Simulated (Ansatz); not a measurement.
An inverse problem

Cell vectors (Å):

```
0.0000 2.5447 2.5447
2.5447 0.0000 2.5447
2.5447 2.5447 0.0000
```

```
atom       a       b       c
  Zr  0.0000  0.0000  0.0000
   X  0.2500  0.2500  0.2500
   X  0.7500  0.7500  0.7500
```

All numbers below come from r²SCAN, PAW on Ansatz 0.2.0's default frozen-core files (fitted under PBE), scalar-relativistic. k mesh 8×8×8, strains of ±0.005, fixed occupations.

Elastic constants of a crystal by Kohn-Sham DFT: slopes of the stress over finite engineering strains of the given cell, Voigt indices, Cartesian axes as in the cell vectors.

| index | elastic (GPa) |
| --- | --- |
| 11 | 564.2 |
| 12 | 103.4 |
| 44 | 70.1 |

All X atoms are one element. Which one was computed?

O; the crystal is ZrO2 (Fm-3m).

Keep in mind: frozen-core PAW files fitted under PBE, their cores solved anew for the functional of the run; this form is stable only when hot or under pressure; cold crystals distort or take another structure.
